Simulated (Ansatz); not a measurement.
# Ti2C: the cost of one run

Method: DFT r2SCAN, scalar-relativistic, plane waves, PAW, in Ansatz 0.2.0.

1 further run of the same task is left out (set aside as unsound or not needed).

**1. The starting structure**

The structure is trigonal, space group R-3m (No. 166). The conventional cell has a = 3.078 Å, b = 3.078 Å, c = 14.463 Å, α = 90.00°, β = 90.00°, γ = 120.00°. Ti (site symmetry 3m) is surrounded by 3 C at 2.11 Å. C (site symmetry -3m) has 6 Ti at 2.11 Å as nearest neighbours.

Coordinates:

```xyz
3
Lattice="1.5390 0.8885 4.8209 -1.5390 0.8885 4.8209 0.0000 -1.7771 4.8209" Properties=species:S:1:pos:R:3 pbc="T T T"
Ti    0.0000    0.0000    3.5464
Ti    0.0000    0.0000   10.9162
C     0.0000    0.0000    7.2313
```

It goes back to an entry of the Materials Project, which need not be the stable form.

It is the result of an earlier relaxation at this level (volume 13.18 Å³/atom; gap on the mesh: none (metal)).

**2. Bands, states and charges**

File input.yaml:

```yaml
crystal:
  lattice:
    - [1.5389798859, 0.8885304514, 4.8208564559]
    - [-1.5389798859, 0.8885304514, 4.8208564559]
    - [0.0, -1.7770609028, 4.8208564559]
  atoms:
    - { symbol: Ti, position: [0.2452135243, 0.2452135243, 0.2452135243] }
    - { symbol: Ti, position: [0.7547864757, 0.7547864757, 0.7547864757] }
    - { symbol: C, position: [0.5, 0.5, 0.5] }
basis:
  ecutwfc: 500
kpoints:
  mp_grid: { grid: [18, 18, 18] }
  band_path:
    path:
      - [[0.0, 0.0, 0.0], [0.5, 0.5, 0.5], [0.81068663, 0.18931337, 0.5]]
      - [[0.5, -0.18931337, 0.18931337], [0.5, 0.0, 0.0], [0.0, 0.0, 0.0], [0.34465668, -0.34465668, 0.0]]
      - [[0.65534332, 0.0, 0.34465668], [0.5, 0.0, 0.5], [0.0, 0.0, 0.0]]
    npoints: 14
hamiltonian:
  xc: r2scan
scf:
  occupations: { method: gaussian, width: 0.1 }
  n_extra_bands: 7
output:
  forces: true
  stress: true
  eigenvalues: true
  populations: true
  dos: { projected: true, de: 0.02, nscf_kmesh: { grid: [27, 27, 27] } }
  bader: true
```

The run is started by

```
> ansatz run input.yaml --threads 1 --pin off --max-ram 2560MiB --backend cpu --events-out ev --progress --plain --runs-dir out
```

Q: Estimate wall time and peak memory on 1 thread of AMD EPYC 9R45 (Zen 5), shared host.

About 52 s, with a peak of 1.4 GiB.
